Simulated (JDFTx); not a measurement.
Runs of JDFTx 1.7.0 (patched build) on K. The structure is cubic, space group Im-3m (No. 229). Conventional cell: a = 5.395 Å, b = 5.395 Å, c = 5.395 Å, α = 90.00°, β = 90.00°, γ = 90.00°. 

```tsv
level	gap on the mesh (eV)	pressure (GPa)	relaxed volume (Å³/atom)
TPSS	none	0.0	78.52
BLYP	none	0.0	77.87
revPBE	none	0.0	81.71
PBEsol	none	0.0	(a)
SCAN	none	0.0	(b)
```

Alike in all rows: task relaxation of cell and atoms; potentials or basis SG15-PBE-1.2 with smoothed tails; no spin polarisation; cell relaxed; k mesh 4 × 4 × 4; cutoff (eV) 1088; smearing fermi-dirac 0.05 eV; the mesh is coarse, so values aren't converged.

Q: Estimate the missing entries.

A: (a) 72.77; (b) 76.94.

Caveats: all runs use coarse meshes; the potentials were made for another functional, which shifts forces and pressure; the electrons didn't converge at some earlier steps (some runs); the plane waves are those of the starting cell, so after so large a change of volume the result is rough (some runs).

A k mesh can miss the band edges.

A gap of «none» marks a metal or a gap under the smearing width.

Not every run made on this cell is shown here.
